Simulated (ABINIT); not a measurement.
# CuO (Tenorite) (C2/c) in ABINIT: single point with PBEsol

Aim: the single point of CuO (Tenorite) with PBEsol.

All numbers are computed with ABINIT 10.8.3 (patched build); they aren't measurements. Logs are shortened: lines on timing, memory, paths and dates and some standing lists are left out, and cuts for length are marked. The log counts tension as positive stress, the text compression.

**1. The undisturbed crystal**

Symmetry: C2/c, No. 15, monoclinic system. The conventional cell has a = 4.684 Å, b = 3.423 Å, c = 5.129 Å, α = 90.00°, β = 99.54°, γ = 90.00°. Cu (site symmetry -1) has 4 O at 1.95 to 1.96 Å as nearest neighbours. O (site symmetry 2) has 4 Cu at 1.95 to 1.96 Å as nearest neighbours.

**2. Single point, PBEsol (atoms moved at random, drawn with an rms of 0.05 Å)**

run.abi

```
# Pseudopotentials
pp_dirpath "./"
pseudos "Cu.GGA_PBE-JTH.xml, O.GGA_PBE-JTH.xml"

# Structure
acell 3*1.0 Angstrom
rprim
     2.3418500000    -1.7113000000     0.0000000000
     2.3418500000     1.7113000000     0.0000000000
    -0.8500274268     0.0000000000     5.0578693947
ntypat 2
znucl 29 8
natom 4
typat 1 1 2 2
xred
     0.5063060000    -0.0089130000     0.5000460000
    -0.0030500000     0.5118650000     0.0077660000
     0.4125810000     0.5821750000     0.7543040000
     0.5793590000     0.4093460000     0.2516240000
chkprim 0
chksymtnons 0
tolsym 1.0e-6

# Plane-wave basis
ecut 26.0
pawecutdg 48.0
pawxcdev 0

# k points
kptopt 1
ngkpt 10 10 5
nshiftk 1
shiftk 0.0 0.0 0.0

# Exchange and correlation
ixc -116133

# Bands and occupations
nband 30
occopt 3
tsmear 0.05 eV

# SCF cycle
nstep 100
tolvrs 1.0e-9

# Output
iomode 3
prtwf 0
prtden 0
prteig 0
prtebands 0
enunit 2
```

Potentials or basis: JTH PAW PBE v2.0.

Command:

```sh
> abinit run.abi > log 2>&1
```

run.abo:

```text
.Version 10.8.3 of ABINIT
 Symmetries : space group P1 (#  1); Bravais aP (primitive triclinic)
================================================================================
 Values of the parameters that define the memory need of the present run
     intxc =       0    ionmov =       0      iscf =      17    lmnmax =      18
     lnmax =       6     mgfft =      48  mpssoang =       3    mqgrid =    3001
     natom =       4  nloc_mem =       2    nspden =       1   nspinor =       1
    nsppol =       1      nsym =       1    n1xccc =       1    ntypat =       2
    occopt =       3   xclevel =       2
       mpw =        1749          nfft =       34992          nkpt =         252
 PAW method is used; the additional fine FFT grid is defined by:
   mgfftf=        64    nfftf =     82944
================================================================================
================================================================================

--------------------------------------------------------------------------------
------------- Echo of variables that govern the present computation ------------
--------------------------------------------------------------------------------
 -outvars: echo values of preprocessed input variables --------
            acell      1.8897261259E+00  1.8897261259E+00  1.8897261259E+00 Bohr
              amu      6.35460000E+01  1.59994000E+01
          chkprim           0
      chksymtnons           0
             ecut      2.60000000E+01 Hartree
           enunit           2
                       outvar_i_n : Printing only first  50 k-points.
              ixc     -116133
                       outvar_i_n : Printing only first  50 k-points.
         kptrlatt       10    0    0      0   10    0      0    0    5
          kptrlen      4.84601368E+01
            natom           4
            nband          30
            ngfft          27      27      48
          ngfftdg          36      36      64
             nkpt         252
            nstep         100
             nsym           1
           ntypat           2
                       prtocc : prtvol=0, do not print more k-points.
           occopt           3
        pawecutdg      4.80000000E+01 Hartree
         pawxcdev           0
           prtden           0
        prtebands           0
           prteig           0
            prtwf           0
            rprim      2.3418500000E+00 -1.7113000000E+00  0.0000000000E+00
                       2.3418500000E+00  1.7113000000E+00  0.0000000000E+00
                      -8.5002742680E-01  0.0000000000E+00  5.0578693947E+00
          spgroup           1
           tolsym      1.00000000E-06
           tolvrs      1.00000000E-09
           tsmear      1.83746611E-03 Hartree
            typat      1  1  2  2
           useylm           1
                       outvars : Printing only first  50 k-points.
           xangst      7.3976698239E-01 -8.8169427470E-01  2.5291673593E+00
                       1.1849670948E+00  8.8117403950E-01  3.9279413719E-02
                       1.6883902505E+00  2.9022621220E-01  3.8151711159E+00
                       2.1015115030E+00 -2.9094324690E-01  1.2726813286E+00
            xcart      1.3979569937E+00 -1.6661607060E+00  4.7794336357E+00
                       2.2392632773E+00  1.6651776039E+00  7.4227334316E-02
                       3.1905951670E+00  5.4844805562E-01  7.2096285325E+00
                       3.9712811911E+00 -5.4980305482E-01  2.4050191566E+00
             xred      5.0630600000E-01 -8.9130000000E-03  5.0004600000E-01
                      -3.0500000000E-03  5.1186500000E-01  7.7660000000E-03
                       4.1258100000E-01  5.8217500000E-01  7.5430400000E-01
                       5.7935900000E-01  4.0934600000E-01  2.5162400000E-01
            znucl       29.00000    8.00000

================================================================================

 chkinp: Checking input parameters for consistency.

================================================================================
== DATASET  1 ==================================================================

--- !DatasetInfo
iteration_state: {dtset: 1, }
dimensions: {natom: 4, nkpt: 252, mband: 30, nsppol: 1, nspinor: 1, nspden: 1, mpw: 1749, }
cutoff_energies: {ecut:  26.0, pawecutdg:  48.0, }
electrons: {nelect:   5.00000000E+01, charge:   0.00000000E+00, occopt:   3.00000000E+00, tsmear:   1.83746611E-03, }
meta: {optdriver: 0, ionmov: 0, optcell: 0, iscf: 17, paral_kgb: 0, }
...

 Real(R)+Recip(G) space primitive vectors, cartesian coordinates (Bohr,Bohr^-1):
 R(1)=  4.4254551 -3.2338883  0.0000000  G(1)=  0.1129827 -0.1546126  0.0189879
 R(2)=  4.4254551  3.2338883  0.0000000  G(2)=  0.1129827  0.1546126  0.0189879
[... 114 lines left out ...]

 ----iterations are completed or convergence reached----

 Mean square residual over all n,k,spin=   31.494E-09; max=  20.029E-05
 reduced coordinates (array xred) for    4 atoms
       0.506306000000     -0.008913000000      0.500046000000
      -0.003050000000      0.511865000000      0.007766000000
       0.412581000000      0.582175000000      0.754304000000
       0.579359000000      0.409346000000      0.251624000000
 rms dE/dt=  3.2254E-02; max dE/dt=  5.5738E-02; dE/dt below (all hartree)
    1       0.013046716988     -0.005039819399     -0.072638259100
    2       0.016977716349      0.015727630567      0.055737509564
    3      -0.037039404937      0.020354711612      0.022992438310
    4       0.006970222811     -0.031372627422     -0.004646905484

 cartesian coordinates (angstrom) at end:
    1      0.73976698238837    -0.88169427470000     2.52916735934216
    2      1.18496709475347     0.88117403950000     0.03927941371924
    3      1.68839025045505     0.29022621220000     3.81517111589979
    4      2.10151150300888    -0.29094324690000     1.27268132857199

 cartesian forces (hartree/bohr) at end:
    1     -0.00091522913610     0.00278537717528     0.00748371994329
    2     -0.00370572735737     0.00018224915370    -0.00641650675279
    3      0.00187449420310    -0.00888488559878    -0.00205275492044
    4      0.00274646229038     0.00591725926980     0.00098554172994
 frms,max,avg= 4.5619463E-03 8.8848856E-03   1.059E-05  1.103E-05 -3.601E-05 h/b

 cartesian forces (eV/Angstrom) at end:
    1     -0.04706297442499     0.14322985315138     0.38482835215884
    2     -0.19055616234876     0.00937162828528    -0.32995004342800
    3      0.09639036746099    -0.45687918708965    -0.10555690210289
    4      0.14122876931277     0.30427770565299     0.05067859337205
 frms,max,avg= 2.3458471E-01 4.5687919E-01   5.445E-04  5.672E-04 -1.852E-03 e/A
 length scales=  1.889726125908  1.889726125908  1.889726125908 bohr
              =  1.000000000000  1.000000000000  1.000000000000 angstroms
 Fermi (or HOMO) energy (hartree) =   0.20296   Average Vxc (hartree)=  -0.42974
 Eigenvalues (hartree) for nkpt= 252  k points:
 kpt#   1, nband= 30, wtk=  0.00200, kpt=  0.0000  0.0000  0.0000 (reduced coord)
  -3.92324   -3.92221   -2.36824   -2.36692   -2.36688   -2.36569   -2.35150   -2.35097
  -0.52835   -0.47798   -0.09966   -0.00258    0.01194    0.08111    0.08556    0.08852
   0.09335    0.09457    0.10323    0.10803    0.11695    0.12304    0.12523    0.14362
   0.21091    0.23770    0.26296    0.41789    0.50073    0.68638
      occupation numbers for kpt#   1
   2.00000    2.00000    2.00000    2.00000    2.00000    2.00000    2.00000    2.00000
   2.00000    2.00000    2.00000    2.00000    2.00000    2.00000    2.00000    2.00000
   2.00000    2.00000    2.00000    2.00000    2.00000    2.00000    2.00000    2.00000
   0.02619    0.00000    0.00000    0.00000    0.00000    0.00000
 prteigrs : prtvol=0 or 1, do not print more k-points.

 Fermi (or HOMO) energy (eV) =   5.52294   Average Vxc (eV)= -11.69377
 Eigenvalues (   eV  ) for nkpt= 252  k points:
 kpt#   1, nband= 30, wtk=  0.00200, kpt=  0.0000  0.0000  0.0000 (reduced coord)
-106.75678 -106.72878  -64.44321  -64.40720  -64.40616  -64.37383  -63.98759  -63.97325
 -14.37722  -13.00652   -2.71199   -0.07030    0.32493    2.20706    2.32808    2.40873
   2.54015    2.57348    2.80910    2.93955    3.18228    3.34799    3.40768    3.90801
   5.73905    6.46814    7.15541   11.37140   13.62559   18.67722
 prteigrs : prtvol=0 or 1, do not print more k-points.

--- !EnergyTerms
iteration_state     : {dtset: 1, }
comment             : Components of total free energy in Hartree
kinetic             :  3.68231591183380E+01
hartree             :  1.03928505081109E+02
xc                  : -1.11791169632514E+01
Ewald energy        : -2.48611235474419E+02
psp_core            :  1.52803378592408E+01
local_psp           : -2.62166253663903E+02
PAW spherical_terms : -6.18964428405688E+01
internal            : -4.27821046883453E+02
'-kT*entropy'       : -7.06260074026140E-04
total_energy        : -4.27821753143527E+02
total_energy_eV     : -1.16416229692213E+04
...

--- !EnergyTermsDC
iteration_state     : {dtset: 1, }
comment             : '"Double-counting" decomposition of free energy'
band_energy         : -4.36045591654758E+01
Ewald energy        : -2.48611235474419E+02
psp_core            :  1.52803378592408E+01
xc_dc               : -1.00557321248171E+02
PAW spherical_terms : -5.03282774430808E+01
internal            : -4.27821055471905E+02
'-kT*entropy'       : -7.06260074026140E-04
total_energy_dc     : -4.27821761731979E+02
total_energy_dc_eV  : -1.16416232029249E+04
...

--- !EnergyTermsWithPAWCore
iteration_state     : {dtset: 1, }
comment             : 'Components of total free energy, including PAW core contributions'
Total energy        : -3.45726187867421E+03
Total energy DC     : -3.45726188726266E+03
Total energy (eV)   : -9.40768883341099E+04
Total energy DC (eV): -9.40768885678135E+04
...

 Cartesian components of stress tensor (hartree/bohr^3)
  sigma(1 1)=  1.01144535E-04  sigma(3 2)=  1.57358465E-05
  sigma(2 2)=  1.72160382E-05  sigma(3 1)=  3.06306545E-05
  sigma(3 3)=  1.57349584E-04  sigma(2 1)=  6.87896634E-06

-Cartesian components of stress tensor (GPa)         [Pressure= -2.7039E+00 GPa]
- sigma(1 1)=  2.97577496E+00  sigma(3 2)=  4.62964589E-01
- sigma(2 2)=  5.06513331E-01  sigma(3 1)=  9.01184969E-01
- sigma(3 3)=  4.62938458E+00  sigma(2 1)=  2.02386177E-01

== END DATASET(S) ==============================================================
================================================================================

 -outvars: echo values of variables after computation  --------
            acell      1.8897261259E+00  1.8897261259E+00  1.8897261259E+00 Bohr
           etotal     -4.2782176173E+02
            fcart     -9.1522913610E-04  2.7853771753E-03  7.4837199433E-03
                      -3.7057273574E-03  1.8224915370E-04 -6.4165067528E-03
                       1.8744942031E-03 -8.8848855988E-03 -2.0527549204E-03
                       2.7464622904E-03  5.9172592698E-03  9.8554172994E-04
            rprim      2.3418500000E+00 -1.7113000000E+00  0.0000000000E+00
                       2.3418500000E+00  1.7113000000E+00  0.0000000000E+00
                      -8.5002742680E-01  0.0000000000E+00  5.0578693947E+00
           strten      1.0114453498E-04  1.7216038199E-05  1.5734958381E-04
                       1.5735846544E-05  3.0630654512E-05  6.8789663392E-06
           xangst      7.3976698239E-01 -8.8169427470E-01  2.5291673593E+00
                       1.1849670948E+00  8.8117403950E-01  3.9279413719E-02
                       1.6883902505E+00  2.9022621220E-01  3.8151711159E+00
                       2.1015115030E+00 -2.9094324690E-01  1.2726813286E+00
             xred      5.0630600000E-01 -8.9130000000E-03  5.0004600000E-01
                      -3.0500000000E-03  5.1186500000E-01  7.7660000000E-03
                       4.1258100000E-01  5.8217500000E-01  7.5430400000E-01
                       5.7935900000E-01  4.0934600000E-01  2.5162400000E-01
 Calculation completed.
```

Run time: 12 min. Hardware: 1 thread of Arm Neoverse V2, shared host; peak memory 0.43 GiB.

What came out:

```yaml
Free_energy: -11641.6232 eV
Pressure: -2.7 GPa
Largest_force: 0.479 eV/Å
Band_gap_on_the_k_mesh: none (metal or under the smearing width)
Valence_electrons_inside_the_program's_atomic_spheres: Cu 17.31; O 4.48, 4.50
```

Forces in eV/Å, atoms in the order of the input:
```
Cu  -0.047  0.143  0.385
Cu  -0.191  0.009 -0.330
O    0.096 -0.457 -0.106
O    0.141  0.304  0.051
```

Stress tensor (GPa, compression positive):
```
-2.98 -0.20 -0.90
-0.20 -0.51 -0.46
-0.90 -0.46 -4.63
```

Caveat: the PAW data sets were made with another functional, which shifts forces and pressure a little; the run has no spin polarisation, though such a crystal can be magnetic; semilocal functionals often make such compounds metallic where correlation or magnetic order opens a gap, which also shifts bond lengths.
